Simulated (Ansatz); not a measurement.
How far is this Li5F from the hull?

Theory: DFT PBE, scalar-relativistic, plane waves, PAW in Ansatz 0.2.0. Settings: cutoff 420 eV, Γ-centred meshes spaced at most about 0.3 Å⁻¹, and about 0.25 Å⁻¹ or finer for metals (2π included), Gaussian smearing. No spin polarisation.

Formation energies are uncorrected and refer to the elements' standard structures at the same level (F₂ as a molecule).

All energies are static (0 K, no zero-point motion).

The competitors are the elements and 1 reference phase of this chemical system (from databases or known types: LiF), relaxed at the same level; other known phases may be missing.

The candidate was reached from: random cell.

Space group P4/mmm (No. 123). a = 5.855 Å, b = 5.855 Å, c = 3.367 Å, α = 90.00°, β = 90.00°, γ = 90.00°
| atom | site | symmetry | x | y | z |
| --- | --- | --- | --- | --- | --- |
| Li | 4j | m.2m | 0.7745 | 0.7745 | 0.0000 |
| Li | 1d | 4/mmm | 0.5000 | 0.5000 | 0.5000 |
| F | 1a | 4/mmm | 0.0000 | 0.0000 | 0.0000 |

**Question.** Into what would it decompose?

**Answer.** Its formation energy is -0.817 eV/atom. The lowest competing mixture at this composition is this:

```
phase       space group             source  share of atoms  ΔE_f (eV/atom)
   Li                 -            element          0.6667         -0.0036
  LiF  P6_3mc (No. 186)  Materials Project          0.3333          -2.953
```

The lowest database cell of Li (-0.0036) lies slightly below the reference, hence the non-zero entry.

The mixture lies at -0.987 eV/atom, and the candidate lies 170 meV/atom above it. The candidate matches no cell in the subsets of the Crystallography Open Database and the Materials Project at hand. It is metastable at best. Whether it is a true minimum wasn't tested by phonons.
